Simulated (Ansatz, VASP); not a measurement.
## One calculation of SrTiO3, two programs

```
CELL_PARAMETERS angstrom
3.94713 0.00000 0.00000
0.00000 3.94713 0.00000
0.00000 0.00000 3.94713
ATOMIC_POSITIONS crystal
Sr 0.00000 0.00000 0.00000
Ti 0.50000 0.50000 0.50000
O 0.50000 0.00000 0.50000
O 0.50000 0.50000 0.00000
O 0.00000 0.50000 0.50000
```

Alike in both runs: functional PBE; k mesh 8 × 8 × 8; occupations gaussian, width 0.02 eV; no spin polarisation; Hubbard terms Ti d U = 4.0 eV.

Ansatz relaxed the structure, and its values are those at the end. VASP's run is a single point on that final structure, the one shown.

```csv
,VASP,Ansatz
version,VASP 6.6.1,Ansatz 0.2.0
potentials or method,"VASP PAW PBE potentials, release 64 (Sr_sv, Ti_sv, O)","scalar-relativistic, plane waves, PAW"
plane-wave cutoff (eV),520,420
valence electrons in the cell,40,40
```

Ansatz gave:

```
gap on the k mesh at the Fermi level (eV) : 2.30
least direct gap on the mesh (eV)         : 2.72
pressure (GPa)                            : 0.0
```

**Question.** Estimate VASP's values.

**Answer.** gap on the k mesh at the Fermi level (eV): 2.31; least direct gap on the mesh (eV): 2.74; pressure (GPa): 2.7.

The programs project onto different local orbitals, so the same U acts differently.

A k mesh can miss the band edges.
